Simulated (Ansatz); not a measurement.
**I in Ansatz: convergence with basis error**

The system is I.

```
I
1.0
     0.00000    2.36560    3.90984
     2.19225    0.00000    3.90984
     2.19225    2.36560    0.00000
I
1
Cartesian
  0.0000 0.0000 0.0000
```

| Property | Result |
| --- | --- |
| Program | Ansatz 0.2.0 |
| Task | convergence study |
| Functional | PBE |
| Potentials or basis | all-electron LAPW, scalar-relativistic |
| Cutoff | 94 eV (chosen from the basis error) |
| Basis error allowed | 0.03 eV/atom |
| k mesh | 9 × 9 × 9 |
| Occupations | fermi-dirac, width 0.05 eV |
| Spin | no spin polarisation |

These are the settings of the first run; the series varies basis error, with any setting tied to it.

Hardware: 1 thread of Intel(R) Xeon(R) Processor @ 2.50GHz (Skylake/Cascade Lake), on a shared host.

```tsv
basis error	energy less the tightest run, at zero smearing (meV/atom)	pressure (GPa)	SCF cycles	CPU time (s)	peak memory (GiB)
0.03 eV/atom	10.81	0.56	5	11	0.25
0.01 eV/atom	3.17	0.51	8	16	0.26
0.003 eV/atom	0.90	0.49	8	18	0.28
0.001 eV/atom	0.29	0.48	7	20	0.31
0.0003 eV/atom	0.07	0.48	7	26	0.34
0.0001 eV/atom	0.00	0.48	7	31	0.38
```

Against the tightest run, the energy stays within 1 meV/atom from 0.003 eV/atom on; the pressure stays within 0.1 GPa from 0.03 eV/atom on. The tightest run that finished is the yardstick and may itself not be fully converged.

Caveat, for the tightest run too: an odd number of electrons without spin polarisation forces a metal; a magnetic or distorted state may lie lower. The run has no spin-orbit coupling, so splittings on I are missing.
